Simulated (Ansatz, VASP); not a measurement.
**Two plane-wave programs on Zn2SiN3**

```
CELL_PARAMETERS angstrom
3.51375 -6.09435 0.00000
3.51375 6.09435 0.00000
0.00000 0.00000 3.26713
ATOMIC_POSITIONS crystal
Zn 0.25303 0.74697 0.50000
Zn 0.74697 0.25303 0.50000
Si 0.00000 0.00000 0.00000
N 0.00000 0.50000 0.50000
N 0.50000 0.00000 0.50000
N 0.00000 0.00000 0.50000
```

Alike in both runs: functional PBE; k mesh 4 × 4 × 4; occupations gaussian, width 0.1 eV; no spin polarisation.

Ansatz relaxed the structure, and its values are those at the end. VASP's run is a single point on that final structure, the one shown.

|  | VASP | Ansatz |
| --- | --- | --- |
| version | VASP 6.6.1 | Ansatz 0.2.0 |
| potentials or method | VASP PAW PBE potentials, release 64 (Zn, Si, N) | scalar-relativistic, plane waves, PAW |
| plane-wave cutoff (eV) | 520 | 420 |
| valence electrons in the cell | 43 | 43 |

```csv
,VASP,Ansatz,Ansatz less VASP
gap on the k mesh at the Fermi level (eV),none,none,-
pressure (GPa),0.5,0.1,-0.41
rms of the force components (eV/Å),0.005,0.002,-0.0026
```

A gap of «none» marks a metal or a gap that the smearing closes.

Caveats: the k mesh is coarse (spacing up to 0.48 Å⁻¹), so the values aren't converged.
